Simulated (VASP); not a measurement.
# Ge (Pm-3m) in VASP: further runs

Runs on Ge. Level: PBEsol. Tasks: single point.

All numbers are computed with VASP 6.6.1; they aren't measurements. Logs are shortened: lines on timing, memory, paths and dates and some standing lists are left out, and cuts for length are marked.

### Step 1. The structure

Symmetry: Pm-3m, No. 221, cubic system. The conventional cell has a = 2.669 Å, b = 2.669 Å, c = 2.669 Å, α = 90.00°, β = 90.00°, γ = 90.00°. Around Ge (site symmetry m-3m) lie 6 Ge at 2.67 Å.

This isn't the form of Ge at room conditions, which is diamond.

### Step 2. Single point, PBEsol

Contents of INCAR:

```
SYSTEM = Ge
  PREC = Accurate
  ENCUT = 520
  EDIFF = 1E-6
  ISMEAR = -1
  SIGMA = 0.1
  LREAL = .FALSE.
  LASPH = .TRUE.
  NELM = 80
  ALGO = Normal
  ISIF = 2
  LWAVE = .FALSE.
  LCHARG = .TRUE.
  GGA = PS
  LELF = .TRUE.
  LVHAR = .TRUE.
  NBANDS = 13
```

Contents of KPOINTS:

```
regular mesh
0
G
  19 19 19
  0 0 0
```

Contents of POSCAR:

```
Ge
1.0
    2.6686476585      0.0000000000      0.0000000000
    0.0000000000      2.6686476585      0.0000000000
    0.0000000000      0.0000000000      2.6686476585
Ge
1
Direct
    0.0000000000      0.0000000000      0.0000000000
```

Potentials or basis: VASP PAW PBE potentials, release 64 (Ge_d).

On the command line:

```bash
$ cat potpaw_PBE.64/Ge_d/POTCAR > POTCAR
$ mpirun -np 1 vasp_std > vasp.out
```

OUTCAR:

```text
SYSTEM = Ge
   PREC = Accurate
   ENCUT = 520
   EDIFF = 1E-6
   ISMEAR = -1
   LREAL = .FALSE.
   LASPH = .TRUE.
   NELM = 80
   ISIF = 2
   GGA = PS

 ion  position               nearest neighbor table
   1  0.000  0.000  0.000-

  LATTYP: Found a simple cubic cell.
 ALAT       =     2.6686476585

  Lattice vectors:

 A1 = (   2.6686476585,   0.0000000000,   0.0000000000)
 A2 = (   0.0000000000,   2.6686476585,   0.0000000000)
 A3 = (   0.0000000000,   0.0000000000,   2.6686476585)

Analysis of symmetry for initial positions (statically):
=====================================================================
 Subroutine PRICEL returns:
 Original cell was already a primitive cell.

 Routine SETGRP: Setting up the symmetry group for a
 simple cubic supercell.

 Subroutine GETGRP returns: Found 48 space group operations
 (whereof 48 operations were pure point group operations)
 out of a pool of 48 trial point group operations.

The static configuration has the point symmetry O_h .

Analysis of symmetry for dynamics (positions and initial velocities):
=====================================================================
 Subroutine PRICEL returns:
 Original cell was already a primitive cell.

 Routine SETGRP: Setting up the symmetry group for a
 simple cubic supercell.

 Subroutine GETGRP returns: Found 48 space group operations
 (whereof 48 operations were pure point group operations)
 out of a pool of 48 trial point group operations.

The dynamic configuration has the point symmetry O_h .

 Subroutine INISYM returns: Found 48 space group operations
 (whereof 48 operations are pure point group operations),
 and found     1 'primitive' translations

----------------------------------------------------------------------------------------

                                     Primitive cell

  volume of cell :      19.0053

  direct lattice vectors                    reciprocal lattice vectors
     2.668647658  0.000000000  0.000000000     0.374721630  0.000000000  0.000000000
     0.000000000  2.668647658  0.000000000     0.000000000  0.374721630  0.000000000
     0.000000000  0.000000000  2.668647658     0.000000000  0.000000000  0.374721630

  length of vectors
     2.668647658  2.668647658  2.668647658     0.374721630  0.374721630  0.374721630

  position of ions in fractional coordinates (direct lattice)
     0.000000000  0.000000000  0.000000000

  ion indices of the primitive-cell ions
   primitive index   ion index
                 1           1

----------------------------------------------------------------------------------------

 KPOINTS: regular mesh

Automatic generation of k-mesh.
 Grid dimensions read from file:
 generate k-points for:   19   19   19

 Generating k-lattice:

  Cartesian coordinates                     Fractional coordinates (reciprocal lattice)
     0.019722191  0.000000000  0.000000000     0.052631579  0.000000000  0.000000000
     0.000000000  0.019722191  0.000000000     0.000000000  0.052631579  0.000000000
     0.000000000  0.000000000  0.019722191     0.000000000  0.000000000  0.052631579

  Length of vectors
     0.019722191  0.019722191  0.019722191

  Shift w.r.t. Gamma in fractional coordinates (k-lattice)
     0.000000000  0.000000000  0.000000000

 Subroutine IBZKPT returns following result:
 ===========================================

 Found    220 irreducible k-points:

 Following reciprocal coordinates:
            Coordinates               Weight
  0.000000  0.000000  0.000000      1.000000
  0.052632  0.000000  0.000000      6.000000
  0.105263  0.000000  0.000000      6.000000
  0.157895  0.000000  0.000000      6.000000
  0.210526  0.000000  0.000000      6.000000
  0.263158  0.000000  0.000000      6.000000
[... 16 lines left out ...]
  0.263158  0.105263  0.000000     24.000000
  0.315789  0.105263  0.000000     24.000000
 [... further k-points ...]
   k-points           NKPTS =    220   k-points in BZ     NKDIM =    220   number of bands    NBANDS=     13
   number of dos      NEDOS =    301   number of ions     NIONS =      1
   total plane-waves  NPLWV =   8000
   dimension x,y,z NGX =    20 NGY =   20 NGZ =   20
   dimension x,y,z NGXF=    40 NGYF=   40 NGZF=   40
   ions per type =               1
   NGX,Y,Z   is equivalent  to a cutoff of  12.46, 12.46, 12.46 a.u.
   NGXF,Y,Z  is equivalent  to a cutoff of  24.92, 24.92, 24.92 a.u.
 SYSTEM =  Ge
   PREC   = accura    normal or accurate (medium, high low for compatibility)
   ISTART =      0    job   : 0-new  1-cont  2-samecut
   ICHARG =      2    charge: 1-file 2-atom 10-const
   ISPIN  =      1    spin polarized calculation?
   LNONCOLLINEAR =      F non collinear calculations
   LSORBIT =      F    spin-orbit coupling
   LASPH  =      T    aspherical Exc in radial PAW
   ENCUT  =  520.0 eV  38.22 Ry    6.18 a.u.   4.96  4.96  4.96*2*pi/ulx,y,z
   NELM   =     80;   NELMIN=  2; NELMDL= -5     # of ELM steps
   EDIFF  = 0.1E-05   stopping-criterion for ELM
   LREAL  =      F    real-space projection
   EDIFFG = 0.1E-04   stopping-criterion for IOM
   NSW    =      0    number of steps for IOM
   IBRION =     -1    ionic relax: 0-MD 1-quasi-New 2-CG
   NFREE  =      0    steps in history (QN), initial steepest desc. (CG)
   ISIF   =      2    stress and relaxation
   ISYM   =      2    0-nonsym 1-usesym 2-fastsym
   POTIM  = 0.5000    time-step for ionic-motion
   TEBEG  =    0.0;   TEEND  =   0.0 temperature during run
   PSTRESS=    0.0 pullay stress
   NELECT =      14.0000    total number of electrons
   NUPDOWN=      -1.0000    fix difference up-down
   EMIN   =  10.00;   EMAX   =-10.00  energy-range for DOS
   EFERMI =   0.00;   METHOD = LEGACY
   ISMEAR =    -1;   SIGMA  =   0.10  broadening in eV -4-tet -1-fermi 0-gaus
   EFERMI_NEDOS =   21; number of points for ismear=-14 and -15
   IALGO  =     38    algorithm
   IMIX   =      4    mixing-type and parameters
     AMIX     =   0.40;   BMIX     =  1.00
     AMIX_MAG =   1.60;   BMIX_MAG =  1.00
  volume/ion in A,a.u.               =      19.01       128.25
  Fermi-wavevector in a.u.,A,eV,Ry     =   1.478517  2.793992 29.742499  2.186012
  Thomas-Fermi vector in A             =   2.592788
   LORBIT       =      0    0 simple, 1 ext, 2 COOP (PROOUT), +10 PAW based schemes
   GGA     = PS    functional components
   LHFCALC =     F    Hartree Fock is set to
   AEXX    =    0.0000 exact exchange contribution
   IVDW    =     0    specifies the selected vdW correction
   LEPSILON=     F    determine dielectric tensor
   LRPA    =     F    only Hartree local field effects (RPA)
 non-spin polarized calculation
  energy-cutoff  :      520.00
  volume of cell :       19.01
 maximum number of plane-waves:       523
 NGX is ok and might be reduce to    20
   NGX =  9   NGY =  9   NGZ =  9

 number of electron      13.9999979 magnetization

 Free energy of the ion-electron system (eV)
  ---------------------------------------------------
  ext. energy  EPLUGINS =         0.00000000
  ---------------------------------------------------
  free energy    TOTEN  =        -4.75284930 eV

  energy without entropy =       -4.73699978  energy(sigma->0) =       -4.74492454

 E-fermi :   6.2359     XC(G=0): -11.2989

 val. band max:        6.2336684665   @ k =   0.3158   0.3158   0.0526
 cond. band min:       6.2498373941   @ k =   0.4211   0.4211   0.3158
 fundamental gap:      0.0161689277
 Fermi energy:         6.2358876591

 k-point     1 :       0.0000    0.0000    0.0000
  band No.  band energies     occupation
      1     -18.3637      2.00000
      2     -18.3637      2.00000
      3     -18.0829      2.00000
      4     -18.0829      2.00000
      5     -18.0829      2.00000
      6      -6.8528      2.00000
      7      13.0943      0.00000
      8      13.0943      0.00000
      9      13.0943      0.00000
     10      16.4873      0.00000
     11      16.4873      0.00000
     12      19.0918      0.00000
     13      35.4759      0.00000

 k-point     2 :       0.0526    0.0000    0.0000
  band No.  band energies     occupation
      1     -18.3633      2.00000
      2     -18.3578      2.00000
      3     -18.0849      2.00000
      4     -18.0849      2.00000
      5     -18.0827      2.00000
      6      -6.7965      2.00000
      7      12.1645      0.00000
      8      13.1492      0.00000
      9      13.1492      0.00000
     10      16.5371      0.00000
     11      17.2256      0.00000
     12      19.4271      0.00000
     13      33.8986      0.00000

 k-point     3 :       0.1053    0.0000    0.0000
  band No.  band energies     occupation
      1     -18.3620      2.00000
      2     -18.3407      2.00000
      3     -18.0907      2.00000
      4     -18.0907      2.00000
      5     -18.0822      2.00000
      6      -6.6277      2.00000
      7      10.4690      0.00000
      8      13.3125      0.00000
      9      13.3125      0.00000
     10      16.6863      0.00000
     11      18.0663      0.00000
     12      20.7082      0.00000
     13      31.9710      0.00000
[... 305 lines left out ...]
 k-point    23 :       0.2632    0.1053    0.0000
  band No.  band energies     occupation
      1     -18.3387      2.00000
      2     -18.2370      2.00000
      3     -18.1326      2.00000
      4     -18.1220      2.00000
      5     -18.0871      2.00000
      6      -5.2339      2.00000
      7       5.5113      1.99858
      8      11.8228      0.00000
      9      14.6018      0.00000
     10      18.6501      0.00000
     11      21.1648      0.00000
     12      23.7619      0.00000
     13      27.1169      0.00000

 k-point    24 :       0.3158    0.1053    0.0000
  band No.  band energies     occupation
      1     -18.3360      2.00000
      2     -18.2025      2.00000
      3     -18.1449      2.00000
      4     -18.1336      2.00000
      5     -18.0861      2.00000
      6      -4.6394      2.00000
      7       3.9897      2.00000
      8      12.3454      0.00000
      9      15.0983      0.00000
     10      19.1529      0.00000
     11      20.8662      0.00000
     12      23.2766      0.00000
     13      25.7297      0.00000

 [... further k-points ...]
[... 5 lines left out ...]
  --------------------------------------------------------------------------------------
  -------------------------------------------------------------------------------------
  Total       -0.0203287     -0.0203287     -0.0203287     -0.0000000      0.0000000      0.0000000
  in kB       -1.7137442     -1.7137442     -1.7137442     -0.0000000      0.0000000      0.0000000
  external PRESSURE =      -1.7137442 kB  Pullay stress =       0.0000000 kB

 VOLUME and BASIS-vectors are now :
 -----------------------------------------------------------------------------
  energy-cutoff  :      520.00
  volume of cell :       19.01
      direct lattice vectors                 reciprocal lattice vectors
     2.668647658  0.000000000  0.000000000     0.374721630  0.000000000  0.000000000
     0.000000000  2.668647658  0.000000000     0.000000000  0.374721630  0.000000000
     0.000000000  0.000000000  2.668647658     0.000000000  0.000000000  0.374721630

 POSITION                                       TOTAL-FORCE (eV/Angst)
 -----------------------------------------------------------------------------------
      0.00000      0.00000      0.00000         0.000000      0.000000      0.000000
 -----------------------------------------------------------------------------------
    total drift:                                0.000000      0.000000      0.000000

  FREE ENERGIE OF THE ION-ELECTRON SYSTEM (eV)
  ---------------------------------------------------
  free  energy   TOTEN  =        -4.7528492989 eV

  energy  without entropy=       -4.7369997757  energy(sigma->0) =       -4.74492454
```

Wall time 12 s (1 thread of Intel Xeon 6975P-C (Granite Rapids), shared host); peak memory 0.16 GiB.

Results:

```
Free energy            : -4.7528 eV
Pressure               : -0.2 GPa
Band gap on the k mesh : none (metal or under the smearing width)
```

Levels at points of the mesh, in eV from the Fermi level:
```tsv
k point	band 3	band 4	band 5	band 6	band 7	band 8	band 9	band 10	band 11	band 12
(0.00, 0.00, 0.00)	-24.32	-24.32	-24.32	-13.09	6.86	6.86	6.86	10.25	10.25	12.86
```

Caveat: the PAW data sets were made with another functional, which shifts forces and pressure a little.

### Step 3. Single point, PBEsol

This run uses another cell than the first one, of 21.29 Å³/atom, 1.120 times its volume.

Contents of INCAR:

```
PREC     = Accurate       # precision mode
ENCUT    = 520            # plane-wave cutoff, eV
EDIFF    = 1E-6           # SCF threshold, eV
ISMEAR   = -1             # smearing method
SIGMA    = 0.1            # smearing width, eV
LREAL    = False          # projectors in reciprocal space
LASPH    = True           # aspherical terms in the spheres
NELM     = 60             # most SCF steps
ALGO     = Normal         # electronic algorithm
ISIF     = 2              # what is computed and relaxed
LWAVE    = False          # write WAVECAR
LCHARG   = True           # write CHGCAR
GGA      = PS             # functional
LELF     = True           # ELF
LVHAR    = True         
NBANDS   = 13             # bands
```

Contents of KPOINTS:

```
Automatic mesh
0
Gamma
  13 13 13
```

Contents of POSCAR:

```
Ge
1.0
    2.7713874453      0.0000000000      0.0000000000
    0.0000000000      2.7713874453      0.0000000000
    0.0000000000      0.0000000000      2.7713874453
Ge
1
Direct
    0.0000000000      0.0000000000      0.0000000000
```

Potentials or basis: VASP PAW PBE potentials, release 64 (Ge_d).

On the command line:

```bash
$ cat potpaw_PBE.64/Ge_d/POTCAR > POTCAR
$ mpirun -np 1 vasp_std > vasp.out
```

OUTCAR:

```text
PREC = Accurate
   ENCUT = 520
   EDIFF = 1E-6
   ISMEAR = -1
   LREAL = False
   LASPH = True
   NELM = 60
   ISIF = 2
   GGA = PS

 ion  position               nearest neighbor table
   1  0.000  0.000  0.000-

  LATTYP: Found a simple cubic cell.
 ALAT       =     2.7713874453

  Lattice vectors:

 A1 = (   2.7713874453,   0.0000000000,   0.0000000000)
 A2 = (   0.0000000000,   2.7713874453,   0.0000000000)
[... 553 lines left out ...]
      2     -19.3213      2.00000
      3     -19.2688      2.00000
      4     -19.2577      2.00000
      5     -19.2259      2.00000
      6      -2.8704      2.00000
      7       2.8794      2.00000
      8       5.4868      0.07143
      9      12.1860      0.00000
     10      14.8993      0.00000
     11      19.8685      0.00000
     12      23.4247      0.00000
     13      23.9564      0.00000

 [... further k-points ...]
[... 5 lines left out ...]
  --------------------------------------------------------------------------------------
  -------------------------------------------------------------------------------------
  Total       -0.9216984     -0.9216984     -0.9216984      0.0000000      0.0000000      0.0000000
  in kB      -69.3757487    -69.3757487    -69.3757487      0.0000000      0.0000000      0.0000000
  external PRESSURE =     -69.3757487 kB  Pullay stress =       0.0000000 kB

 VOLUME and BASIS-vectors are now :
 -----------------------------------------------------------------------------
  energy-cutoff  :      520.00
  volume of cell :       21.29
      direct lattice vectors                 reciprocal lattice vectors
     2.771387445  0.000000000  0.000000000     0.360830097  0.000000000  0.000000000
     0.000000000  2.771387445  0.000000000     0.000000000  0.360830097  0.000000000
     0.000000000  0.000000000  2.771387445     0.000000000  0.000000000  0.360830097

 POSITION                                       TOTAL-FORCE (eV/Angst)
 -----------------------------------------------------------------------------------
      0.00000      0.00000      0.00000         0.000000      0.000000      0.000000
 -----------------------------------------------------------------------------------
    total drift:                                0.000000     -0.000000      0.000000

  FREE ENERGIE OF THE ION-ELECTRON SYSTEM (eV)
  ---------------------------------------------------
  free  energy   TOTEN  =        -4.7043402687 eV

  energy  without entropy=       -4.6889747245  energy(sigma->0) =       -4.69665750
```

stdout:

```text
POSCAR found type information on POSCAR Ge
 POSCAR found :  1 types and       1 ions
 scaLAPACK will be used
 -----------------------------------------------------------------------------
|                                                                             |
|                                                                             |
|     You enforced a specific xc type in the INCAR file but a different       |
|     I HOPE YOU KNOW WHAT YOU ARE DOING!                                     |
|                                                                             |
 -----------------------------------------------------------------------------

 LDA part: xc-table for (Slater+PW92), standard interpolation
 POSCAR, INCAR and KPOINTS ok, starting setup
 FFT: planning ... GRIDC
 FFT: planning ... GRID_SOFT
 FFT: planning ... GRID
 WAVECAR not read
 entering main loop
```

It took 6 s on 1 thread of Intel Xeon 6975P-C (Granite Rapids), shared host; peak memory 0.15 GiB.

What came out:

| Quantity | Value |
| --- | --- |
| Free energy | -4.7043 eV |
| Pressure | -6.9 GPa |
| Band gap on the k mesh | none (metal or under the smearing width) |

Caveat: the PAW data sets were made with another functional, which shifts forces and pressure a little.

### Step 4. Single point, PBEsol

This run uses another cell than the first one, of 16.72 Å³/atom, 0.880 times its volume.

Contents of INCAR:

```
SYSTEM = Ge
PREC = Accurate
ENCUT = 520
EDIFF = 1E-6
ISMEAR = -1
SIGMA = 0.1
LREAL = .False.
LASPH = .True.
NELM = 80
ALGO = Normal
ISIF = 2
LWAVE = .False.
LCHARG = .False.
GGA = PS
NBANDS = 13
```

Contents of KPOINTS:

```
Automatic mesh
0
Gamma
  13 13 13
  0 0 0
```

Contents of POSCAR:

```
Ge
1.0
    2.5573222765      0.0000000000      0.0000000000
    0.0000000000      2.5573222765      0.0000000000
    0.0000000000      0.0000000000      2.5573222765
Ge
1
Direct
    0.0000000000      0.0000000000      0.0000000000
```

On the command line:

```bash
$ cat potpaw_PBE.64/Ge_d/POTCAR > POTCAR
$ mpirun -np 1 vasp_std > vasp.out
```

Run time: 5 s. Hardware: 1 thread of Intel Xeon 6975P-C (Granite Rapids), shared host; peak memory 0.13 GiB.

The run converged. Its results:

```yaml
Free_energy: -4.6715 eV
Pressure: 13.5 GPa
Band_gap_on_the_k_mesh: none (metal or under the smearing width)
```

Levels at points of the mesh, in eV from the Fermi level:
```
           k point  band 3  band 4  band 5  band 6  band 7  band 8  band 9  band 10  band 11  band 12
(0.00, 0.00, 0.00)  -24.48  -24.48  -24.48  -14.35    7.46    7.46    7.46    10.65    10.65    14.15
```

Caveat: the PAW data sets were made with another functional, which shifts forces and pressure a little.

### Step 5. Summary

| cell | k mesh | gap on the mesh (eV) | pressure (GPa) |
| --- | --- | --- | --- |
| Pm-3m, 19.01 Å³/atom | 19 × 19 × 19 | none | -0.2 |
| Pm-3m, 21.29 Å³/atom | 13 × 13 × 13 | none | -6.9 |
| Pm-3m, 16.72 Å³/atom | 13 × 13 × 13 | none | 13.5 |

Alike in all rows: task single point; level PBEsol; potentials or basis VASP PAW PBE potentials, release 64 (Ge_d); no spin polarisation; cutoff (eV) 520; smearing fermi-dirac 0.1 eV.

Every run on the cell as given and a fine mesh finds a metal.

Caveats: the PAW data sets were made with another functional, which shifts forces and pressure a little.

Absolute energies hang on the potentials; compare differences alone.
